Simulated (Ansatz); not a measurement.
# How Al stores the work of compression

The calculation used DFT r2SCAN, scalar-relativistic, plane waves, PAW (Ansatz 0.2.0). Settings: 500 eV cutoff, 18×18×6 k-mesh, Gaussian smearing of 0.10 eV, no spin polarisation.

The relaxed crystal:

```xyz
4
Lattice="2.8222 0.0000 0.0000 -1.4111 2.4441 0.0000 0.0000 0.0000 9.2621" Properties=species:S:1:pos:R:3 pbc="T T T"
Al    0.0000    0.0000    0.0000
Al    0.0000    1.6294    2.3155
Al    0.0000    0.0000    4.6310
Al    1.4111    0.8147    6.9465
```

Cell and atoms were relaxed at each target pressure within the start's symmetry (P6_3/mmc), at zero temperature; other phases can be more stable under pressure. H = E + PV with P the target; E is the free energy at the smearing used, whose derivative the pressure is, per atom and counted from zero pressure.

```tsv
P (GPa)	V (Å³/atom)	E − E0 (meV)	H − H0 (meV)
0	15.972	0.0	0.0
2	15.631	2.1	197.3
5	15.206	11.3	485.9
10	14.598	39.3	950.4
20	13.656	125.8	1830.4
40	12.370	360.7	3449.0
```

**Question.** Thermodynamics gives dH/dP = V along a relaxed path. Integrate V over P by the trapezoid rule and compare with the computed enthalpies.

**Answer.** With 1 eV/Å³ = 160.22 GPa, each step adds the mean volume times ΔP / 160.22:
| P (GPa) | ∫V dP (meV) | H − H0 (meV) | difference (meV) |
| --- | --- | --- | --- |
| 2 | 197.3 | 197.3 | 0.0 |
| 5 | 486.0 | 485.9 | 0.1 |
| 10 | 951.0 | 950.4 | 0.6 |
| 20 | 1832.8 | 1830.4 | 2.3 |
| 40 | 3457.2 | 3449.0 | 8.1 |

V(P) curves upward, so the trapezoid rule runs high; integrating a smooth curve through the same points puts that excess at about 8.3 meV at 40 GPa, against the 8.1 meV found.

**Question.** At 40 GPa, how much of the enthalpy change is stored energy and how much is the PV term?

**Answer.** E rises by 361 meV/atom and PV is 40 × 12.370 / 160.22 = 3088 meV/atom, so PV makes 90 % of ΔH. So between rival structures at high pressure a small difference in volume can outweigh the difference in energy: 1 % of this volume is worth 30.9 meV/atom at this pressure.

**Question.** What bulk modulus do the lowest pressures give?

**Answer.** From the pressures that the runs reached, -2.00 GPa (16.347 Å³) and 2.05 GPa (15.631 Å³), B = −ΔP/Δln V = 4.05 / 0.0447 = 90 GPa, a mean over that range.

This form isn't the element's structure at ambient conditions.